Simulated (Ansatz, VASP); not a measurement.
**Hg in VASP and in Ansatz**

File INCAR:

```
PREC     = Accurate       # precision mode
ENCUT    = 520            # plane-wave cutoff, eV
EDIFF    = 1E-7           # SCF threshold, eV
ISMEAR   = 0              # smearing method
SIGMA    = 0.05           # smearing width, eV
LREAL    = False          # projectors in reciprocal space
LASPH    = True           # aspherical terms in the spheres
NELM     = 100            # most SCF steps
ALGO     = Fast           # electronic algorithm
ISIF     = 2              # what is computed and relaxed
LWAVE    = False          # write WAVECAR
LCHARG   = False          # write CHGCAR
GGA      = PE             # functional
NBANDS   = 19             # bands
```

Contents of KPOINTS:

```
Automatic mesh
0
Gamma
  12 12 8
```

File POSCAR:

```
Hg
1.0
    3.5918005903      0.0000000000      0.0000000000
   -1.7959002952      3.1105905565      0.0000000000
    0.0000000000      0.0000000000      5.8582321663
Hg
2
Direct
    0.6666666700      0.3333333300      0.7226653886
    0.3333333300      0.6666666700      0.2773346114
```

Input for Ansatz:

```yaml
crystal:
  lattice:
    - [3.5918005903, 0.0, 0.0]
    - [-1.7959002952, 3.1105905565, 0.0]
    - [0.0, 0.0, 5.8582321663]
  atoms:
    - { symbol: Hg, position: [0.66666667, 0.33333333, 0.7226653886] }
    - { symbol: Hg, position: [0.33333333, 0.66666667, 0.2773346114] }
basis:
  ecutwfc: 420
kpoints:
  mp_grid: { grid: [12, 12, 8] }
hamiltonian:
  xc: pbe
scf:
  occupations: { method: gaussian, width: 0.05 }
output:
  forces: true
  stress: true
  eigenvalues: true
  populations: true
```

Alike in both runs: task single point; functional PBE; k mesh 12 × 12 × 8; occupations gaussian, width 0.05 eV; no spin polarisation.

|  | VASP | Ansatz |
| --- | --- | --- |
| version | VASP 6.6.1 | Ansatz 0.2.0 |
| potentials or method | VASP PAW PBE potentials, release 64 (Hg) | scalar-relativistic, plane waves, PAW |
| plane-wave cutoff (eV) | 520 | 420 |
| valence electrons in the cell | 24 | 40 |

|  | VASP | Ansatz | Ansatz less VASP |
| --- | --- | --- | --- |
| gap on the k mesh at the Fermi level (eV) | 0.46 | 0.45 | -0.009 |
| least direct gap on the mesh (eV) | 1.43 | 1.42 | -0.011 |
| pressure (GPa) | 0.2 | 0.1 | -0.03 |
| rms of the force components (eV/Å) | 0.124 | 0.119 | -0.0056 |

Atom by atom the forces differ by 0.006 eV/Å (rms over components). The functional is the same, so the differences come from potentials, cutoffs and numerics. The two sets of potentials don't hold the same shells in valence.

Caveats: spin-orbit coupling is left out, which moves the levels of the heavy elements. A k mesh can miss the band edges.
